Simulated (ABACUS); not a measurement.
Sn under changes of volume

One of the cells (33.803 Å³/atom); the others are scaled copies at fixed shape and fractional positions:

```
Sn
1.0
     0.00000    3.23334    3.23334
     3.23334    0.00000    3.23334
     3.23334    3.23334    0.00000
Sn
2
Cartesian
  4.8500 4.8500 4.8500
  3.2333 3.2333 3.2333
```

This isn't the form of Sn at room conditions, which is tetragonal (white tin).

- Program: ABACUS 3.10.1
- Functional: PBEsol
- Potentials or basis: PseudoDojo NC SR 0.4.1 PBEsol standard
- Cutoff: 993 eV
- Density cutoff: 3973 eV
- Basis: plane waves
- k mesh: 7 × 7 × 7
- Occupations: fermi-dirac, width 0.05 eV
- Spin: no spin polarisation

```csv
volume (Å³/atom),energy over the lowest point (meV/atom),pressure (GPa)
31.775,?,?
32.451,29.26,3.9
33.127,15.34,2.7
33.803,6.15,1.7
34.479,1.20,0.7
35.155,0.00,-0.1
35.831,2.12,-0.8
```

**Question.** What does the run at 31.775 Å³/atom give?

**Answer.** Energy over the lowest point 48.46 meV/atom; pressure 5.2 GPa.

Worked out: A Birch-Murnaghan fit of order 3 (a polynomial in V^(-2/3)) to the other rows has its minimum at 35.05 Å³/atom with B0 = V·E''(V) = 42 GPa and B' = 5.1. It gives 48.54 meV/atom at 31.775 Å³/atom, against the run's 48.46, and -dE/dV = 5.3 GPa, against 5.2.

Energies are extrapolated to zero smearing.
